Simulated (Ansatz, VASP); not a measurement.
**Fe: VASP beside Ansatz**

```xyz
1
Lattice="-1.4295 1.4295 1.4295 1.4295 -1.4295 1.4295 1.4295 1.4295 -1.4295" Properties=species:S:1:pos:R:3 pbc="T T T"
Fe    0.0000    0.0000    0.0000
```

Alike in both runs: task single point; functional PBE; k mesh 24 × 24 × 24; occupations fermi-dirac, width 0.0612256 eV; collinear spin.

|  | VASP | Ansatz |
| --- | --- | --- |
| version | VASP 6.6.1 | Ansatz 0.2 development build |
| potentials or method | VASP PAW PBE potentials, release 64 (Fe), cutoff 520 eV | all-electron full-potential LAPW, scalar-relativistic |

VASP gave:

| Property | Result |
| --- | --- |
| pressure (GPa) | -5.4 |
| net moment per atom (μB) | 2.24 |
| size of the moment on the site where the two differ most (μB) | 2.24 |

Question: What did Ansatz give for the same quantities?

Answer: Pressure (GPa): -5.3; net moment per atom (μB): 2.21; size of the moment on the site where the two differ most (μB): 2.27.

Site moments also hang on the region over which each program counts them. Ansatz ran all-electron here, so the differences hold the error of VASP's frozen core and of both bases.
